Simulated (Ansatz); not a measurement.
Is this Ga2As stable against decomposition?

These are results of DFT PBE, scalar-relativistic, plane waves, PAW in Ansatz 0.2.0, not measurements. All cells share a 420 eV cutoff and Γ-centred k meshes spaced at most about 0.3 Å⁻¹ (about 0.25 or finer for metals, 2π included). No spin polarisation.

The zero of energy is the elements' standard structures at the same level; no fitted shifts are applied.

These are static total energies at zero pressure. The reference form of As is held partly by dispersion forces, which this level lacks.

The competitors are the elements and 1 reference phase of this chemical system (from databases or known types: GaAs), relaxed at the same level; other known phases may be missing.

The candidate was reached from: Au2S type (Pn-3m).

```yaml
crystal:
  lattice:
    - [5.74924, 0.00000, 0.00000]
    - [0.00000, 5.74924, 0.00000]
    - [0.00000, 0.00000, 5.74924]
  atoms:
    - { symbol: Ga, position: [0.25000, 0.25000, 0.25000] }
    - { symbol: Ga, position: [0.25000, 0.75000, 0.75000] }
    - { symbol: Ga, position: [0.75000, 0.75000, 0.25000] }
    - { symbol: Ga, position: [0.75000, 0.25000, 0.75000] }
    - { symbol: As, position: [0.00000, 0.00000, 0.00000] }
    - { symbol: As, position: [0.50000, 0.50000, 0.50000] }
```

The lowest competing mixture at this composition:

```csv
phase,space group,source,share of atoms,ΔE_f (eV/atom)
Ga,-,element,0.3333,-0.0013
GaAs,F-43m (No. 216),COD,0.6667,-0.352
```

The lowest database cell of Ga (-0.0013) lies slightly below the reference, hence the non-zero entry.

Question: What are the hull's energy here, the candidate's formation energy and its margin?

Answer: The hull lies at -0.235 eV/atom, the weighted sum of the last column. The candidate has 0.600 eV/atom, which is 0.83 eV/atom above it (0.84 eV/atom from unrounded values). The candidate matches no cell in the subsets of the Crystallography Open Database and the Materials Project at hand. A phase this far over the hull is unlikely to be made. It has the cuprite type.
